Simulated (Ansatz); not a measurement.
AlRu:

```
CELL_PARAMETERS angstrom
2.99160 0.00000 0.00000
0.00000 2.99160 0.00000
0.00000 0.00000 2.99160
ATOMIC_POSITIONS crystal
Ru 0.50000 0.50000 0.50000
Al 0.00000 0.00000 0.00000
```

- Program: Ansatz 0.2.0
- Task: single point
- Functional: PBEsol
- Potentials or basis: Ansatz PAW
- Cutoff: 420 eV (not typed: the program's choice for these potentials)
- k mesh: 9 × 9 × 9
- Occupations: fermi-dirac, width 0.05 eV
- Spin: no spin polarisation

On this cell: pressure -3.3 GPa; largest force zero by symmetry; band gap on the k mesh none (metal or under the smearing width).

The same run follows on a disturbed copy (atoms moved at random, drawn with an rms of 0.05 Å):

```
CELL_PARAMETERS angstrom
2.99160 0.00000 0.00000
0.00000 2.99160 0.00000
0.00000 0.00000 2.99160
ATOMIC_POSITIONS crystal
Ru 0.49700 0.51102 0.48780
Al 0.99568 0.99117 0.01002
```

**Question.** What does the disturbed cell give?

**Answer.** The energy (extrapolated to zero smearing) moves by +15.3 meV/atom; pressure -2.7 GPa; largest force 0.687 eV/Å; band gap on the k mesh none (metal or under the smearing width).

Forces on the atoms (eV/Å):
```
Ru  -0.031 -0.458  0.511
Al   0.031  0.458 -0.511
```

Stress tensor (GPa, compression positive):
```
-2.50  0.04 -0.04
 0.04 -2.79 -0.61
-0.04 -0.61 -2.86
```

Caveats: the PAW data sets come from PBE, with cores solved anew for the run's functional, which leaves a small shift of forces and pressure.
